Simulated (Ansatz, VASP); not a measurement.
# One calculation of GaAs, two programs

```
Ga As
1.0
     0.00000    2.87249    2.87249
     2.87249    0.00000    2.87249
     2.87249    2.87249    0.00000
Ga As
1 1
Direct
  0.75000 0.75000 0.75000
  0.50000 0.50000 0.50000
```

Alike in both runs: task single point; functional r2SCAN; k mesh 10 × 10 × 10; occupations gaussian, width 0.01 eV; no spin polarisation.

```csv
,VASP,Ansatz
version,VASP 6.6.1,Ansatz 0.2.0
potentials or method,"VASP PAW PBE potentials, release 64 (Ga_d, As)","scalar-relativistic, plane waves, PAW"
plane-wave cutoff (eV),520,500
valence electrons in the cell,18,28
```

|  | VASP | Ansatz | Ansatz less VASP |
| --- | --- | --- | --- |
| gap on the k mesh at the Fermi level (eV) | 0.62 | 0.63 | +0.019 |
| least direct gap on the mesh (eV) | 0.62 | 0.63 | +0.019 |
| pressure (GPa) | -2.6 | -2.7 | -0.08 |

The two sets of potentials don't hold the same shells in valence.

Caveats: the PAW data sets were made with another functional, which shifts forces and pressure a little (VASP).
